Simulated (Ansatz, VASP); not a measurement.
BaS in VASP and in Ansatz

```
Ba S
1.0
     0.12623    3.64564    3.64564
     3.64564    0.12623    3.64564
     3.64564    3.64564    0.12623
Ba S
1 1
Direct
  0.00280 0.00280 0.00280
  0.24720 0.24720 0.24720
```

Change from the starting cell: shear_111 strain +5.4%.

Alike in both runs: task single point; functional r2SCAN; k mesh 6 × 6 × 6; no spin polarisation.

|  | VASP | Ansatz |
| --- | --- | --- |
| version | VASP 6.6.1 | Ansatz 0.2.0 |
| potentials or method | VASP PAW PBE potentials, release 64 (Ba_sv, S) | plane waves, PAW |
| plane-wave cutoff (eV) | 520 | 500 |
| occupations | gaussian, width 0.01 eV | fixed |
| valence electrons in the cell | 16 | 16 |

Ansatz gave:

| Property | Result |
| --- | --- |
| gap on the k mesh at the Fermi level (eV) | 2.98 |
| pressure (GPa) | -1.4 |
| largest component of the traceless stress (GPa) | 0.35 |
| rms of the force components (eV/Å) | 0.001 |

**Question.** What did VASP give for the same quantities?

**Answer.** gap on the k mesh at the Fermi level (eV): 2.98; pressure (GPa): -1.1; largest component of the traceless stress (GPa): 0.35; rms of the force components (eV/Å): 0.006.

Atom by atom the forces differ by 0.007 eV/Å (rms over components).

Caveats: the PAW data sets were made with another functional, which shifts forces and pressure a little (VASP); spin-orbit coupling is left out, which moves the levels of the heavy elements. A k mesh can miss the band edges.
